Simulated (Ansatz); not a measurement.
## Property card for Pb

Method: DFT PBE, scalar-relativistic, plane waves, PAW in Ansatz 0.2.0.

Plane waves to 420 eV, a k mesh through Γ of 14×14×14 on the computed 1-atom cell and Gaussian smearing (0.10 eV); no spin polarisation.

The structure is relaxed at this level of theory with its symmetry kept.

The structure is cubic, space group Fm-3m (No. 225). The conventional cell has a = 5.042 Å, b = 5.042 Å, c = 5.042 Å, α = 90.00°, β = 90.00°, γ = 90.00°. Around Pb (site symmetry m-3m) lie 12 Pb at 3.57 Å.

```
Volume per atom                                                   : 32.04 Å³
Formation energy from the elements' standard states (uncorrected) : -0.006 eV/atom
Kohn–Sham band gap                                                : none (metal)
Density of states at the Fermi level                              : 0.54 states/eV per cell
Löwdin character within 0.5 eV of the Fermi level                 : Pb 6p 87 %, Pb 6s 10 %
Bulk modulus                                                      : 39 GPa
Its pressure derivative                                           : 4.8
Bader charges (e)                                                 : Pb (1 in the cell) 0.00
```

Spin-orbit coupling is left out, which matters for the bands of heavy elements.